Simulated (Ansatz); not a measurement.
# What spin–orbit coupling does to the bands of CdSe

```yaml
crystal:
  lattice:
    - [0.00000, 3.07027, 3.07027]
    - [3.07027, 0.00000, 3.07027]
    - [3.07027, 3.07027, 0.00000]
  atoms:
    - { symbol: Cd, position: [0.00000, 0.00000, 0.00000] }
    - { symbol: Se, position: [0.25000, 0.25000, 0.25000] }
```

Atoms are numbered in the order listed.

Structure from Materials Project entry mp-2691 (possibly hypothetical), not relaxed further.

All numbers are computed: DFT, PBE, all-electron LAPW, scalar-relativistic (Ansatz 0.2.0); DFT, PBE, all-electron LAPW, Dirac equation with spin-orbit coupling (Ansatz 0.2.0).

Settings: a Γ-centred 8×8×8 k mesh, Fermi–Dirac smearing of 0.03 eV, basis error target 1 meV/atom, no spin polarisation.

Levels between -8 and 5 eV, each run counted from its own valence-band top. Scalar levels are listed once for both spins; with the coupling every spinor state is counted. Levels near the edges of the range can cross them.

At Γ (0.000, 0.000, 0.000) the scalar-relativistic levels are -7.84 (×3), -7.49 (×2), 0.00 (×3), 0.55. What are they with spin–orbit coupling?

-7.72 (×2), -7.44 (×4), -0.36 (×2), 0.00 (×4), 0.43 (×2).

At X (-0.500, -0.500, 0.000) the scalar-relativistic levels are -7.66, -7.60 (×2), -7.44, -7.16, -3.95, -1.75 (×2), 3.20, 3.74. What are they with spin–orbit coupling?

-7.92 (×2), -7.49 (×2), -7.38 (×2), -7.10 (×2), -4.07 (×2), -1.94 (×2), -1.81 (×2), 3.08 (×2), 3.62 (×2).

At K (-0.375, 0.000, 0.375) the scalar-relativistic levels are -7.69, -7.64, -7.55, -7.47, -7.08, -3.88, -2.39, -1.44, 3.72. What are they with spin–orbit coupling?

-7.83, -7.52, -7.50, -7.40, -7.35, -7.11, -6.99, -4.06, -3.94, -2.56, -2.48, -1.56 (×2), 3.59, 3.60, 4.92.

Without the coupling the gap is 0.55 eV, direct at Γ. And with it?

0.43 eV, direct at Γ.
